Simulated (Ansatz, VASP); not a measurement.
Two plane-wave programs on GaN

POSCAR

```
GaN
1.0
    0.0000000000      2.2930608496      2.2930608496
    2.2930608496      0.0000000000      2.2930608496
    2.2930608496      2.2930608496      0.0000000000
Ga N
1 1
Direct
    0.0000000000      0.0000000000      0.0000000000
    0.2500000000      0.2500000000      0.2500000000
```

INCAR.step1

```
PREC = Accurate
ENCUT = 520
ISMEAR = 0
SIGMA = 0.01
LREAL = F
LASPH = T
NELM = 100
NBANDS = 16
GGA = PE
ALGO = Normal
EDIFF = 1E-4
LWAVE = T
LCHARG = F
```

The input INCAR.step2:

```
PREC = Accurate
ENCUT = 520
EDIFF = 1E-7
ISMEAR = 0
SIGMA = 0.01
LREAL = F
LASPH = T
NELM = 100
ALGO = Normal
ISIF = 2
LWAVE = F
LCHARG = T
METAGGA = R2SCAN
LMIXTAU = T
LELF = T
LVHAR = T
NBANDS = 16
ISTART = 1
```

KPOINTS

```
Automatic mesh
0
Gamma
  8 8 8
```

Input for Ansatz:

```yaml
crystal:
  lattice:
    - [0.0, 2.2930608496, 2.2930608496]
    - [2.2930608496, 0.0, 2.2930608496]
    - [2.2930608496, 2.2930608496, 0.0]
  atoms:
    - { symbol: Ga, position: [0.0, 0.0, 0.0] }
    - { symbol: "N", position: [0.25, 0.25, 0.25] }
kpoints:
  mp_grid: { grid: [8, 8, 8] }
hamiltonian:
  xc: r2scan
scf:
  occupations: { method: fixed }
  n_extra_bands: 4
output:
  forces: true
  stress: true
  eigenvalues: true
```

Alike in both runs: task single point; functional r2SCAN; k mesh 8 × 8 × 8; no spin polarisation.

```csv
,VASP,Ansatz
version,VASP 6.6.1,Ansatz 0.2.0
potentials or method,"VASP PAW PBE potentials, release 64 (Ga_d, N)","plane waves, PAW"
plane-wave cutoff (eV),520,500
occupations,"gaussian, width 0.01 eV",fixed
valence electrons in the cell,18,18
```

Ansatz gave:

* gap on the k mesh at the Fermi level (eV): 1.78
* pressure (GPa): -10.1

Problem. What did VASP give for the same quantities?

Solution. gap on the k mesh at the Fermi level (eV): 1.77; pressure (GPa): -9.2.

Caveats: the PAW data sets were made with another functional, which shifts forces and pressure a little (VASP). r2SCAN opens gaps a little over a GGA but as a rule still falls short of measured ones.
